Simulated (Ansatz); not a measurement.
# BaO6: the cost of one run

Computed with Ansatz 0.2.0 (DFT PBE, scalar-relativistic, plane waves, PAW, unless a step's input says otherwise).

1 further run of the same task is left out (set aside as unsound or not needed).

**1. The starting structure**

It takes space group Pm-3m (No. 221, cubic). The conventional cell has a = 4.962 Å, b = 4.962 Å, c = 4.962 Å, α = 90.00°, β = 90.00°, γ = 90.00°. Ba (site symmetry m-3m) has 24 O at 3.65 Å as nearest neighbours. O (site symmetry 4mm) is surrounded by 5 O at 1.98 to 2.11 Å.

Coordinates:

```
Ba O
1.0
     4.96237    0.00000    0.00000
     0.00000    4.96237    0.00000
     0.00000    0.00000    4.96237
Ba O
1 6
Direct
  0.00000 0.00000 0.00000
  0.50000 0.50000 0.20000
  0.50000 0.50000 0.80000
  0.20000 0.50000 0.50000
  0.80000 0.50000 0.50000
  0.50000 0.20000 0.50000
  0.50000 0.80000 0.50000
```

(A quick probe on a coarse mesh, which set the mesh and smearing, is not shown.)

**3. Coarse relaxation**

Input file input.yaml:

```yaml
crystal:
  lattice:
    - [4.962369539, 0.0, 0.0]
    - [0.0, 4.962369539, 0.0]
    - [0.0, 0.0, 4.962369539]
  atoms:
    - { symbol: Ba, position: [0.0, 0.0, 0.0] }
    - { symbol: O, position: [0.5, 0.5, 0.2] }
    - { symbol: O, position: [0.5, 0.5, 0.8] }
    - { symbol: O, position: [0.2, 0.5, 0.5] }
    - { symbol: O, position: [0.8, 0.5, 0.5] }
    - { symbol: O, position: [0.5, 0.2, 0.5] }
    - { symbol: O, position: [0.5, 0.8, 0.5] }
basis:
  ecutwfc: 420
kpoints:
  mp_grid: { grid: [4, 4, 4] }
hamiltonian:
  xc: pbe
scf:
  occupations: { method: gaussian, width: 0.1 }
  lower_state_search: "off"
output:
  forces: true
  stress: true
  eigenvalues: true
relax:
  adjacent_minimum: "off"
  f_tol: 0.04
  max_steps: 70
  cell: { stress_tol: 0.4 }
```

Launch:

```
ansatz run input.yaml --threads 1 --pin off --max-ram 2560MiB --backend cpu --events-out ev --progress --plain --runs-dir out
```

Q: Estimate wall time and peak memory on 1 thread of Arm Neoverse V2, shared host.

About 19 s, with a peak of 0.36 GiB.
